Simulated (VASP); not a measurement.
A run of VASP 6.6.1 is set up as follows.

File INCAR:

```
PREC = Accurate
ENCUT = 600
EDIFF = 1E-7
ISMEAR = 0
SIGMA = 0.1
LREAL = False
LASPH = True
NELM = 80
ALGO = Normal
ISIF = 3
LWAVE = False
LCHARG = False
METAGGA = R2SCAN
LMIXTAU = True
LUSE_VDW = True
IVDW_NL = 2
BPARAM = 11.95
CPARAM = 0.0093
IBRION = 2
NSW = 90
EDIFFG = -0.005
```

Contents of KPOINTS:

```
regular mesh
0
Gamma
  18 18 10
```

The input POSCAR:

```
Mo
1.0
    2.8046577100      0.0000000000      0.0000000000
   -1.4023288500      2.4289048200      0.0000000000
    0.0000000000      0.0000000000      4.5800060300
Mo
2
Direct
    0.3333333300      0.6666666700      0.2500000000
    0.6666666700      0.3333333300      0.7500000000
```

Potentials or basis: VASP PAW PBE potentials, release 64 (Mo_sv).

The run is started by

```bash
$ cat potpaw_PBE.64/Mo_sv/POTCAR > POTCAR
$ mpirun -np 1 vasp_std > vasp.out
```

(1) Estimate the relaxed volume.

(2) Estimate the space group after relaxing (to 0.05 Å).

(3) Estimate the relaxed cell.

(4) What does it give for the band gap on the k mesh?

## Answers

(1) 15.94 Å³/atom.

(2) P6_3/mmc (No. 194).

(3) a = 2.735 Å, b = 2.735 Å, c = 4.921 Å, α = 90.00°, β = 90.00°, γ = 120.00°.

(4) none (metal or under the smearing width).

Caveat: the PAW data sets were made with another functional, which shifts forces and pressure a little; pairwise dispersion overbinds metals, which lowers pressure and volume.
